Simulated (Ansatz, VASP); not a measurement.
**Na in VASP and in Ansatz**

File INCAR:

```
SYSTEM = Na
PREC = Accurate
ENCUT = 520
EDIFF = 1E-6
ISMEAR = 0
SIGMA = 0.1
LREAL = .FALSE.
LASPH = .TRUE.
NELM = 100
ALGO = Fast
ISIF = 2
LWAVE = .FALSE.
LCHARG = .FALSE.
LDIPOL = .TRUE.
IDIPOL = 3
DIPOL = 0.5 0.5 0.273
GGA = PE
NBANDS = 54
```

File KPOINTS:

```
Automatic mesh
0
G
  3 3 1
  0 0 0
```

File POSCAR:

```
Na
1.0
    8.3906381142      0.0000000000      0.0000000000
    0.0000000000      8.3906381142      0.0000000000
    0.0000000000      0.0000000000     22.3453190567
Na
12
Direct
    0.2500000000      0.2500000000      0.1790084084
    0.2500000000      0.7500000000      0.1790084084
    0.7500000000      0.2500000000      0.1790084084
    0.7500000000      0.7500000000      0.1790084084
    0.0000000000      0.0000000000      0.2728830818
    0.0000000000      0.5000000000      0.2728830818
    0.5000000000      0.0000000000      0.2728830818
    0.5000000000      0.5000000000      0.2728830818
    0.2500000000      0.2500000000      0.3667577552
    0.2500000000      0.7500000000      0.3667577552
    0.7500000000      0.2500000000      0.3667577552
    0.7500000000      0.7500000000      0.3667577552
```

Input for Ansatz:

```yaml
crystal:
  lattice:
    - [8.3906381142, 0.0, 0.0]
    - [0.0, 8.3906381142, 0.0]
    - [0.0, 0.0, 22.3453190567]
  atoms:
    - { symbol: Na, position: [0.25, 0.25, 0.1790084084] }
    - { symbol: Na, position: [0.25, 0.75, 0.1790084084] }
    - { symbol: Na, position: [0.75, 0.25, 0.1790084084] }
    - { symbol: Na, position: [0.75, 0.75, 0.1790084084] }
    - { symbol: Na, position: [0.0, 0.0, 0.2728830818] }
    - { symbol: Na, position: [0.0, 0.5, 0.2728830818] }
    - { symbol: Na, position: [0.5, 0.0, 0.2728830818] }
    - { symbol: Na, position: [0.5, 0.5, 0.2728830818] }
    - { symbol: Na, position: [0.25, 0.25, 0.3667577552] }
    - { symbol: Na, position: [0.25, 0.75, 0.3667577552] }
    - { symbol: Na, position: [0.75, 0.25, 0.3667577552] }
    - { symbol: Na, position: [0.75, 0.75, 0.3667577552] }
basis:
  ecutwfc: 420
kpoints:
  mp_grid: { grid: [3, 3, 1] }
hamiltonian:
  xc: pbe
scf:
  occupations: { method: gaussian, width: 0.1 }
output:
  forces: true
  eigenvalues: true
efield:
  axis: 3
  dipole_correction: true
  ramp_width: 0.04
```

Alike in both runs: task single point; functional PBE; k mesh 3 × 3 × 1; occupations gaussian, width 0.1 eV; no spin polarisation.

|  | VASP | Ansatz |
| --- | --- | --- |
| version | VASP 6.6.1 | Ansatz 0.2.0 |
| potentials or method | VASP PAW PBE potentials, release 64 (Na_pv) | scalar-relativistic, plane waves, PAW |
| plane-wave cutoff (eV) | 520 | 420 |
| valence electrons in the cell | 84 | 108 |

```tsv
	VASP	Ansatz	Ansatz less VASP
gap on the k mesh at the Fermi level (eV)	none	none	-
rms of the force components (eV/Å)	0.005	0.006	+0.0004
work function, face that differs most (eV)	2.68	2.73	+0.046
```

Atom by atom the forces differ by 0.000 eV/Å (rms over components). A gap of «none» marks a metal or a gap that the smearing closes. With one functional, cell and mesh, what is left measures potentials, basis and numerics. The two sets of potentials don't hold the same shells in valence.
